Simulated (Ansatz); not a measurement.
# LiBr: further runs on the relaxed cell

The task here is to estimate one member of a computed series from the others.

Computed with Ansatz 0.2.0 (DFT PBE, scalar-relativistic, plane waves, PAW, unless a step's input says otherwise).

## Starting point

It takes space group Fm-3m (No. 225, cubic). The conventional cell has a = 5.511 Å, b = 5.511 Å, c = 5.511 Å, α = 90.00°, β = 90.00°, γ = 90.00°. Around Li (site symmetry m-3m) lie 6 Br at 2.76 Å. Around Br (site symmetry m-3m) lie 6 Li at 2.76 Å.

As a file:

```
Li Br
1.0
     0.00000    2.75540    2.75540
     2.75540    0.00000    2.75540
     2.75540    2.75540    0.00000
Li Br
1 1
Cartesian
  0.0000 0.0000 0.0000
  2.7554 2.7554 2.7554
```

This cell was relaxed beforehand with the same method: volume 20.92 Å³/atom, gap on the mesh 4.92 eV.

Set-up of the first run:

Input file input.yaml:

```yaml
crystal:
  lattice:
    - [0.0, 2.7554039787, 2.7554039787]
    - [2.7554039787, 0.0, 2.7554039787]
    - [2.7554039787, 2.7554039787, 0.0]
  atoms:
    - { symbol: Li, position: [0.0, 0.0, 0.0] }
    - { symbol: Br, position: [0.5, 0.5, 0.5] }
basis:
  ecutwfc: 420
kpoints:
  mp_grid: { grid: [8, 8, 8] }
  band_path:
    path:
      - [[0.0, 0.0, 0.0], [0.5, 0.0, 0.5], [0.625, 0.25, 0.625]]
      - [[0.375, 0.375, 0.75], [0.0, 0.0, 0.0], [0.5, 0.5, 0.5], [0.5, 0.25, 0.75], [0.5, 0.0, 0.5]]
    npoints: 14
hamiltonian:
  xc: pbe
scf:
  occupations: { method: gaussian, width: 0.02 }
  n_extra_bands: 6
output:
  forces: true
  stress: true
  eigenvalues: true
  populations: true
  dos: { projected: true, de: 0.02, nscf_kmesh: { grid: [12, 12, 12] } }
  bader: true
  write_density: true
  write_potential: true
  elf: true
  volumetric_format: npy
```

Command:

```bash
> ansatz run input.yaml --threads 1 --pin off --max-ram 2560MiB --backend cpu --events-out ev --progress --plain --runs-dir out
```

Among the steps run: Bands, states and charges; Seeking the band edges over the whole zone; Eigenvalues a small step from each edge; Back to the database's cell; Volume × 0.97; Point at V/V0 = 1.03; Point at V/V0 = 0.94; Point at V/V0 = 1.06; Volume × 0.91; The cell scaled to 1.10 of its volume; Volume × 0.88.

One of the session's tables, all rows but one given; the rest of the session is left out.

It belongs to the step «Fit of the equation of state». 

```
volume (Å³/atom)  energy above the lowest point (meV/atom)  pressure (GPa)  gap on the mesh (eV)
          18.409                                      30.5            4.36                  5.53
          19.037                                      16.1            2.99                  5.36
          19.665                                       6.8            1.83                  5.20
          20.292                                       1.6            0.84                  5.05
          20.920                                       0.0            0.00                  4.92
          21.547                                       1.4           -0.71                  4.79
          22.175                                         ?               ?                     ?
          23.012                                      14.1           -1.99                  4.54
```

**Question.** Estimate the row for volume (Å³/atom) = 22.175.

Worked estimate for «energy above the lowest point (meV/atom)». A straight line through the neighbours (21.547, 1.4) and (23.012, 14.1) gives 1.4 + (14.1 − 1.4) × (22.175 − 21.547) / (23.012 − 21.547) = 6.8; a parabola fitted to 3 rows on both sides gives 5.2.

As computed: energy above the lowest point (meV/atom): 5.4; pressure (GPa): -1.32; gap on the mesh (eV): 4.68. In «energy above the lowest point (meV/atom)» the line misses by +1.4 and the parabola by -0.2.
